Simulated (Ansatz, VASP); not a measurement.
## Two plane-wave programs on BAs

```
CELL_PARAMETERS angstrom
0.00000 2.37991 2.37991
2.37991 0.00000 2.37991
2.37991 2.37991 0.00000
ATOMIC_POSITIONS crystal
B 0.00000 0.00000 0.00000
As 0.25000 0.25000 0.25000
```

Change from the starting cell: hydrostatic strain -0.5%.

Alike in both runs: task single point; functional HSE06; k mesh 6 × 6 × 6; no spin polarisation.

|  | VASP | Ansatz |
| --- | --- | --- |
| version | VASP 6.6.1 | Ansatz 0.2.0 |
| potentials or method | VASP PAW PBE potentials, release 64 (B, As) | plane waves, PAW |
| plane-wave cutoff (eV) | 520 | 420 |
| occupations | gaussian, width 0.01 eV | fixed |
| valence electrons in the cell | 8 | 18 |

```tsv
	VASP	Ansatz	Ansatz less VASP
gap on the k mesh at the Fermi level (eV)	1.94	1.93	-0.007
pressure (GPa)	1.0	1.1	+0.10
```

The two sets of potentials don't hold the same shells in valence. Ansatz warned: «stress_exchange_threshold_loose».

Caveats: the PAW data sets were made with another functional, which shifts forces and pressure a little (VASP). A k mesh can miss the band edges.
